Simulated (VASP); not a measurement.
# ZnS (P6_3mc) in VASP: notebook

Runs on ZnS. Level: LDA. Tasks: single point.

Everything below comes from runs of VASP 6.6.1. Logs are shortened: lines on timing, memory, paths and dates and some standing lists are left out, and cuts for length are marked.

**What was measured.**

From a printed reference work, monograph, for a bulk crystal of ZnS at 4 K: band gap 3.911 eV (direct).

How close the calculation comes is told below.

## 1. The cell of the first run

It takes space group P6_3mc (No. 186, hexagonal). The conventional cell has a = 3.710 Å, b = 3.710 Å, c = 6.100 Å, α = 90.00°, β = 90.00°, γ = 120.00°. Zn (site symmetry 3m) has 4 S at 2.28 Å within 3.0 Å. Within 3.0 Å of S (site symmetry 3m) lie 4 Zn at 2.28 Å.

## 2. Single point, LDA

File INCAR:

```
SYSTEM = ZnS
PREC = Accurate
ENCUT = 520
EDIFF = 1E-7
ISMEAR = 0
SIGMA = 0.01
LREAL = .FALSE.
LASPH = .TRUE.
NELM = 80
ALGO = Normal
ISIF = 2
LWAVE = .FALSE.
LCHARG = .TRUE.
GGA = CA
LELF = .TRUE.
LVHAR = .TRUE.
NBANDS = 26
```

File KPOINTS:

```
Automatic mesh
0
G
  6 6 4
  0 0 0
```

File POSCAR:

```
ZnS
1.0
    3.7104427848      0.0000000000      0.0000000000
   -1.8552213924      3.2133377109      0.0000000000
    0.0000000000      0.0000000000      6.0998691511
Zn S
2 2
Direct
    0.3333333333      0.6666666667      0.0056985363
    0.6666666667      0.3333333333      0.5056985363
    0.3333333333      0.6666666667      0.3793014637
    0.6666666667      0.3333333333      0.8793014637
```

Potentials or basis: VASP PAW LDA potentials, release 64 (Zn, S).

Command:

```
$ cat potpaw_LDA.64/Zn/POTCAR potpaw_LDA.64/S/POTCAR > POTCAR
$ mpirun -np 1 vasp_std > vasp.out
```

OUTCAR:

```text
SYSTEM = ZnS
   PREC = Accurate
   ENCUT = 520
   EDIFF = 1E-7
   ISMEAR = 0
   LREAL = .FALSE.
   LASPH = .TRUE.
   NELM = 80
   ISIF = 2
   GGA = CA

 ion  position               nearest neighbor table
   1  0.333  0.667  0.006-   4 2.28   4 2.28   4 2.28   3 2.28
   2  0.667  0.333  0.506-   3 2.28   3 2.28   3 2.28   4 2.28
   3  0.333  0.667  0.379-   2 2.28   2 2.28   2 2.28   1 2.28
   4  0.667  0.333  0.879-   1 2.28   1 2.28   1 2.28   2 2.28

  LATTYP: Found a hexagonal cell.
 ALAT       =     3.7104427848
 C/A-ratio  =     1.6439733759

  Lattice vectors:

 A1 = (   3.7104427848,   0.0000000000,   0.0000000000)
 A2 = (  -1.8552213924,   3.2133377109,   0.0000000000)
 A3 = (   0.0000000000,   0.0000000000,   6.0998691511)

Analysis of symmetry for initial positions (statically):
=====================================================================
 Subroutine PRICEL returns:
 Original cell was already a primitive cell.

 Routine SETGRP: Setting up the symmetry group for a
 hexagonal supercell.

 Subroutine GETGRP returns: Found 12 space group operations
 (whereof  6 operations were pure point group operations)
 out of a pool of 24 trial point group operations.

The static configuration has the point symmetry C_3v.
 The point group associated with its full space group is C_6v.

Analysis of symmetry for dynamics (positions and initial velocities):
=====================================================================
 Subroutine PRICEL returns:
 Original cell was already a primitive cell.

 Routine SETGRP: Setting up the symmetry group for a
 hexagonal supercell.

 Subroutine GETGRP returns: Found 12 space group operations
 (whereof  6 operations were pure point group operations)
 out of a pool of 24 trial point group operations.

The dynamic configuration has the point symmetry C_3v.
 The point group associated with its full space group is C_6v.

 Subroutine INISYM returns: Found 12 space group operations
 (whereof  6 operations are pure point group operations),
 and found     1 'primitive' translations

----------------------------------------------------------------------------------------

                                     Primitive cell

  volume of cell :      72.7282

  direct lattice vectors                    reciprocal lattice vectors
     3.710442785  0.000000000  0.000000000     0.269509613  0.155601448  0.000000000
    -1.855221392  3.213337711  0.000000000     0.000000000  0.311202896  0.000000000
     0.000000000  0.000000000  6.099869151     0.000000000  0.000000000  0.163937943

  length of vectors
     3.710442785  3.710442785  6.099869151     0.311202896  0.311202896  0.163937943

  position of ions in fractional coordinates (direct lattice)
     0.333333333  0.666666667  0.005698536
     0.666666667  0.333333333  0.505698536
     0.333333333  0.666666667  0.379301464
     0.666666667  0.333333333  0.879301464

  ion indices of the primitive-cell ions
   primitive index   ion index
                 1           1
                 2           2
                 3           3
                 4           4

----------------------------------------------------------------------------------------

 KPOINTS: Automatic mesh

Automatic generation of k-mesh.
 Grid dimensions read from file:
 generate k-points for:    6    6    4

 Generating k-lattice:

  Cartesian coordinates                     Fractional coordinates (reciprocal lattice)
     0.044918269  0.025933575  0.000000000     0.166666667  0.000000000  0.000000000
     0.000000000  0.051867149  0.000000000     0.000000000  0.166666667  0.000000000
     0.000000000  0.000000000  0.040984486     0.000000000  0.000000000  0.250000000

  Length of vectors
     0.051867149  0.051867149  0.040984486

  Shift w.r.t. Gamma in fractional coordinates (k-lattice)
     0.000000000  0.000000000  0.000000000

 Subroutine IBZKPT returns following result:
 ===========================================

 Found     21 irreducible k-points:

 Following reciprocal coordinates:
            Coordinates               Weight
  0.000000  0.000000  0.000000      1.000000
  0.166667  0.000000  0.000000      6.000000
  0.333333  0.000000  0.000000      6.000000
  0.500000  0.000000  0.000000      3.000000
  0.166667  0.166667  0.000000      6.000000
  0.333333  0.166667  0.000000     12.000000
[... 13 lines left out ...]
  0.333333  0.166667  0.500000     12.000000
  0.333333  0.333333  0.500000      2.000000
   k-points           NKPTS =     21   k-points in BZ     NKDIM =     21   number of bands    NBANDS=     26
   number of dos      NEDOS =    301   number of ions     NIONS =      4
   total plane-waves  NPLWV =  37632
   dimension x,y,z NGX =    28 NGY =   28 NGZ =   48
   dimension x,y,z NGXF=    56 NGYF=   56 NGZF=   96
   ions per type =               2   2
   NGX,Y,Z   is equivalent  to a cutoff of  12.55, 12.55, 13.08 a.u.
   NGXF,Y,Z  is equivalent  to a cutoff of  25.09, 25.09, 26.16 a.u.
 SYSTEM =  ZnS
   PREC   = accura    normal or accurate (medium, high low for compatibility)
   ISTART =      0    job   : 0-new  1-cont  2-samecut
   ICHARG =      2    charge: 1-file 2-atom 10-const
   ISPIN  =      1    spin polarized calculation?
   LNONCOLLINEAR =      F non collinear calculations
   LSORBIT =      F    spin-orbit coupling
   LASPH  =      T    aspherical Exc in radial PAW
   ENCUT  =  520.0 eV  38.22 Ry    6.18 a.u.   6.90  6.90 11.34*2*pi/ulx,y,z
   NELM   =     80;   NELMIN=  2; NELMDL= -5     # of ELM steps
   EDIFF  = 0.1E-06   stopping-criterion for ELM
   LREAL  =      F    real-space projection
   EDIFFG = 0.1E-05   stopping-criterion for IOM
   NSW    =      0    number of steps for IOM
   IBRION =     -1    ionic relax: 0-MD 1-quasi-New 2-CG
   NFREE  =      0    steps in history (QN), initial steepest desc. (CG)
   ISIF   =      2    stress and relaxation
   ISYM   =      2    0-nonsym 1-usesym 2-fastsym
   POTIM  = 0.5000    time-step for ionic-motion
   TEBEG  =    0.0;   TEEND  =   0.0 temperature during run
   PSTRESS=    0.0 pullay stress
   NELECT =      36.0000    total number of electrons
   NUPDOWN=      -1.0000    fix difference up-down
   EMIN   =  10.00;   EMAX   =-10.00  energy-range for DOS
   EFERMI =   0.00;   METHOD = LEGACY
   ISMEAR =     0;   SIGMA  =   0.01  broadening in eV -4-tet -1-fermi 0-gaus
   EFERMI_NEDOS =   21; number of points for ismear=-14 and -15
   IALGO  =     38    algorithm
   IMIX   =      4    mixing-type and parameters
     AMIX     =   0.40;   BMIX     =  1.00
     AMIX_MAG =   1.60;   BMIX_MAG =  1.00
  volume/ion in A,a.u.               =      18.18       122.70
  Fermi-wavevector in a.u.,A,eV,Ry     =   1.295015  2.447223 22.817838  1.677064
  Thomas-Fermi vector in A             =   2.426561
   LORBIT       =      0    0 simple, 1 ext, 2 COOP (PROOUT), +10 PAW based schemes
   GGA     = CA    functional components
   LHFCALC =     F    Hartree Fock is set to
   AEXX    =    0.0000 exact exchange contribution
   IVDW    =     0    specifies the selected vdW correction
   LEPSILON=     F    determine dielectric tensor
   LRPA    =     F    only Hartree local field effects (RPA)
 non-spin polarized calculation
 Gauss-broadening in eV      SIGMA  =   0.01
  energy-cutoff  :      520.00
  volume of cell :       72.73
 maximum number of plane-waves:      1976
 NGX is ok and might be reduce to    28
   NGX = 13   NGY = 13   NGZ = 23

 number of electron      36.0000013 magnetization

 Free energy of the ion-electron system (eV)
  ---------------------------------------------------
  ext. energy  EPLUGINS =         0.00000000
  ---------------------------------------------------
  free energy    TOTEN  =       -16.38571403 eV

  energy without entropy =      -16.38571403  energy(sigma->0) =      -16.38571403

 E-fermi :   2.8176     XC(G=0): -10.4111

 val. band max:        2.7601955516   @ k =   0.0000   0.0000   0.0000
 cond. band min:       5.0878387777   @ k =   0.0000   0.0000   0.0000
 fundamental gap:      2.3276432260
 Fermi energy:         2.8176351967

 k-point     1 :       0.0000    0.0000    0.0000
  band No.  band energies     occupation
      1     -10.9868      2.00000
      2      -9.8754      2.00000
      3      -4.1174      2.00000
      4      -4.0942      2.00000
      5      -4.0942      2.00000
      6      -4.0011      2.00000
[... 18 lines left out ...]
     25      10.3702      0.00000
     26      12.1307      0.00000

 k-point     2 :       0.1667    0.0000    0.0000
  band No.  band energies     occupation
      1     -10.7733      2.00000
      2      -9.7570      2.00000
      3      -4.1205      2.00000
      4      -4.0743      2.00000
      5      -4.0552      2.00000
      6      -3.9791      2.00000
[... 18 lines left out ...]
     25      10.8982      0.00000
     26      11.2572      0.00000

 k-point     3 :       0.3333    0.0000    0.0000
  band No.  band energies     occupation
      1     -10.2535      2.00000
      2      -9.5429      2.00000
      3      -4.1311      2.00000
      4      -4.0172      2.00000
      5      -3.9970      2.00000
      6      -3.8413      2.00000
[... 18 lines left out ...]
     25      11.4140      0.00000
     26      12.6470      0.00000

 k-point     4 :       0.5000    0.0000    0.0000
  band No.  band energies     occupation
      1      -9.8864      2.00000
      2      -9.4991      2.00000
      3      -4.1099      2.00000
      4      -3.9801      2.00000
      5      -3.8849      2.00000
      6      -3.8345      2.00000
[... 18 lines left out ...]
     25      11.8305      0.00000
     26      14.3463      0.00000
[... 409 lines left out ...]
      1     -10.0156      2.00000
      2     -10.0156      2.00000
      3      -4.1261      2.00000
      4      -4.1261      2.00000
      5      -3.9635      2.00000
      6      -3.9635      2.00000
[... 18 lines left out ...]
     25      11.0903      0.00000
     26      11.0903      0.00000

 k-point    20 :       0.3333    0.1667    0.5000
  band No.  band energies     occupation
      1      -9.6864      2.00000
      2      -9.6864      2.00000
      3      -4.0785      2.00000
      4      -4.0785      2.00000
      5      -3.8868      2.00000
      6      -3.8868      2.00000
[... 18 lines left out ...]
     25      11.9219      0.00000
     26      11.9219      0.00000

 k-point    21 :       0.3333    0.3333    0.5000
  band No.  band energies     occupation
      1      -9.5730      2.00000
      2      -9.5730      2.00000
      3      -3.9822      2.00000
      4      -3.9822      2.00000
      5      -3.9274      2.00000
      6      -3.9274      2.00000
[... 18 lines left out ...]
     25      12.3910      0.00000
     26      12.3910      0.00000

------------------------ aborting loop because EDIFF is reached ----------------------------------------

  FORCE on cell =-STRESS in cart. coord.  units (eV):
  Direction    XX          YY          ZZ          XY          YZ          ZX
  --------------------------------------------------------------------------------------
  -------------------------------------------------------------------------------------
  Total        1.0334386      1.0334386      1.0371169      0.0000000      0.0000000      0.0000000
  in kB       22.7663098     22.7663098     22.8473413      0.0000000      0.0000000      0.0000000
  external PRESSURE =      22.7933203 kB  Pullay stress =       0.0000000 kB

 VOLUME and BASIS-vectors are now :
 -----------------------------------------------------------------------------
  energy-cutoff  :      520.00
  volume of cell :       72.73
      direct lattice vectors                 reciprocal lattice vectors
     3.710442785  0.000000000  0.000000000     0.269509613  0.155601448  0.000000000
    -1.855221392  3.213337711  0.000000000     0.000000000  0.311202896  0.000000000
     0.000000000  0.000000000  6.099869151     0.000000000  0.000000000  0.163937943

 POSITION                                       TOTAL-FORCE (eV/Angst)
 -----------------------------------------------------------------------------------
     -0.00000      2.14223      0.03476         0.000000      0.000000      0.002265
      1.85522      1.07111      3.08469         0.000000      0.000000      0.002265
     -0.00000      2.14223      2.31369         0.000000      0.000000     -0.002265
      1.85522      1.07111      5.36362        -0.000000      0.000000     -0.002265
 -----------------------------------------------------------------------------------
    total drift:                               -0.000001     -0.000001      0.000156

  FREE ENERGIE OF THE ION-ELECTRON SYSTEM (eV)
  ---------------------------------------------------
  free  energy   TOTEN  =       -16.3857140337 eV

  energy  without entropy=      -16.3857140337  energy(sigma->0) =      -16.38571403
```

Run time: 48 s. Hardware: 1 thread of Intel Xeon Platinum 8488C (Sapphire Rapids), shared host; peak memory 0.17 GiB.

What came out:

| Quantity | Value |
| --- | --- |
| Free energy | -16.3857 eV |
| Pressure | 2.3 GPa |
| Band gap on the k mesh | 2.33 eV, direct |

Forces on the atoms (eV/Å):
```
Zn   0.000  0.000  0.002
Zn   0.000  0.000  0.002
S    0.000  0.000 -0.002
S    0.000  0.000 -0.002
```

Levels at points of the mesh, in eV from the valence-band top:
```csv
k point,band 15,band 16,band 17,band 18,band 19,band 20,band 21,band 22
"(0.00, 0.00, 0.00)",-1.02,-0.11,0.00,0.00,2.33,3.06,6.10,6.10
"(0.50, 0.00, 0.00)",-3.73,-2.56,-1.99,-1.01,3.39,4.27,4.86,6.71
"(0.00, 0.00, 0.50)",-0.54,-0.54,-0.54,-0.54,3.59,3.59,6.60,6.60
"(0.50, 0.00, 0.50)",-1.88,-1.88,-1.85,-1.85,3.33,3.33,5.01,5.01
```

## 3. Single point, LDA

File INCAR:

```
SYSTEM = ZnS
ALGO = Normal
EDIFF = 1E-6
ENCUT = 520
ISIF = 2
ISMEAR = 0
LASPH = .True.
LCHARG = .False.
LREAL = .False.
LWAVE = .False.
NBANDS = 26
NELM = 80
PREC = Accurate
SIGMA = 0.01
```

File KPOINTS:

```
k-points
0
Gamma
  6 6 4
  0 0 0
```

File POSCAR:

```
ZnS
1.0
    3.7104427848      0.0000000000      0.0000000000
   -1.8552213924      3.2133377109      0.0000000000
    0.0000000000      0.0000000000      6.0998691511
Zn S
2 2
Direct
    0.3333333333      0.6666666667      0.0056985364
    0.6666666667      0.3333333333      0.5056985363
    0.3333333333      0.6666666667      0.3793014636
    0.6666666667      0.3333333333      0.8793014636
```

Potentials or basis: VASP PAW LDA potentials, release 64 (Zn, S).

Command:

```
$ cat potpaw_LDA.64/Zn/POTCAR potpaw_LDA.64/S/POTCAR > POTCAR
$ mpirun -np 1 vasp_std > vasp.out
```

Run time: 55 s. Hardware: 1 thread of Intel Xeon Platinum 8488C (Sapphire Rapids), shared host; peak memory 0.17 GiB.

It converged, with:

| Item | Value |
| --- | --- |
| Free energy | -16.3857 eV |
| Pressure | 2.3 GPa |
| Band gap on the k mesh | 2.33 eV, direct |

Forces on the atoms (eV/Å):
```
Zn   0.000  0.000  0.002
Zn   0.000  0.000  0.002
S    0.000  0.000 -0.002
S    0.000  0.000 -0.002
```

Levels at points of the mesh, in eV from the valence-band top:
```csv
k point,band 16,band 17,band 18,band 19,band 20,band 21
"(0.00, 0.00, 0.00)",-0.11,0.00,0.00,2.33,3.06,6.10
"(0.50, 0.00, 0.00)",-2.56,-1.99,-1.01,3.39,4.27,4.86
"(0.00, 0.00, 0.50)",-0.54,-0.54,-0.54,3.59,3.59,6.60
"(0.50, 0.00, 0.50)",-1.88,-1.85,-1.85,3.33,3.33,5.01
```

(Continued in part 2 of 2.)
